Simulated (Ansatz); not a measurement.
**Symmetry broken, then relaxed in TiC**

Theory: DFT PBE, scalar-relativistic, plane waves, PAW in Ansatz 0.2.0. The runs took a 420 eV cutoff, a Γ-centred 14×14×14 mesh and Gaussian smearing (0.15 eV). No spin polarisation. Energies are free energies at this smearing, counted from the undisturbed cell; pressure is positive in compression.

The undisturbed cell (relaxed at this level):

```
CELL_PARAMETERS angstrom
0.00000 2.16646 2.16646
2.16646 0.00000 2.16646
2.16646 2.16646 0.00000
ATOMIC_POSITIONS crystal
Ti 0.00000 0.00000 0.00000
C 0.50000 0.50000 0.50000
```

The atoms are displaced (Å, in the unstrained cell):

```tsv
atom	ux	uy	uz
Ti1	0.031	0.023	-0.026
C2	-0.031	-0.023	0.026
```

Cell and atoms are then relaxed.

Question: Does the relaxation return to the undisturbed structure?

Answer: Yes (up to a choice of domain or origin): same space group and volume, and an energy 0.0 meV/atom from it. The disturbance itself cost 19.6 meV/atom. The final space group reads Fm-3m (tolerance 0.05 Å) and the volume changes by 0.00 %.

Final structure:

```
Ti C
1.0
     0.00000    2.16648    2.16648
     2.16648    0.00000    2.16648
     2.16649    2.16648    0.00000
Ti C
1 1
Direct
  0.00000 0.00000 0.00000
  0.50000 0.50000 0.50000
```

The relaxation, step by step (energy from the first step; small jumps at an unchanged geometry come where the plane waves are selected anew for the new cell):

```
step  ΔE (meV/atom) largest force component (eV/Å) pressure (GPa)
   1            0.0                           0.547            1.03
   2          -10.9                           0.362            0.46
   3          -19.5                           0.002           -0.06
   4          -19.6                           0.000           -0.03
   5          -19.6                           0.000            0.00
   6          -19.6                           0.000            0.00
```

Frames along the relaxation (Å, eV/Å):

```xyz
2
Lattice="0.000 2.166 2.166 2.166 0.000 2.166 2.166 2.166 0.000" Properties=species:S:1:pos:R:3:forces:R:3 pbc="T T T" step=1
Ti    0.031    0.023   -0.026   -0.547   -0.397    0.457
C     2.135    2.144    2.193    0.547    0.397   -0.457
2
Lattice="0.001 2.171 2.171 2.171 -0.001 2.172 2.161 2.162 0.010" Properties=species:S:1:pos:R:3:forces:R:3 pbc="T T T" step=2
Ti    0.020    0.015   -0.017   -0.362   -0.263    0.302
C     2.146    2.151    2.193    0.362    0.263   -0.302
2
Lattice="0.000 2.170 2.169 2.169 0.000 2.170 2.163 2.164 0.006" Properties=species:S:1:pos:R:3:forces:R:3 pbc="T T T" step=3
Ti    0.000    0.000    0.000    0.002   -0.001    0.000
C     2.167    2.167    2.172   -0.002    0.001    0.000
2
Lattice="0.000 2.166 2.166 2.167 0.000 2.166 2.167 2.166 0.000" Properties=species:S:1:pos:R:3:forces:R:3 pbc="T T T" step=4
Ti    0.000    0.000    0.000    0.000    0.000    0.000
C     2.167    2.166    2.166    0.000    0.000    0.000
2
Lattice="0.000 2.166 2.166 2.166 0.000 2.166 2.166 2.166 0.000" Properties=species:S:1:pos:R:3:forces:R:3 pbc="T T T" step=5
Ti    0.000    0.000    0.000    0.000    0.000    0.000
C     2.166    2.166    2.166    0.000    0.000    0.000
2
Lattice="0.000 2.166 2.166 2.166 0.000 2.166 2.166 2.166 0.000" Properties=species:S:1:pos:R:3:forces:R:3 pbc="T T T" step=6
Ti    0.000    0.000    0.000    0.000    0.000    0.000
C     2.166    2.166    2.166    0.000    0.000    0.000
```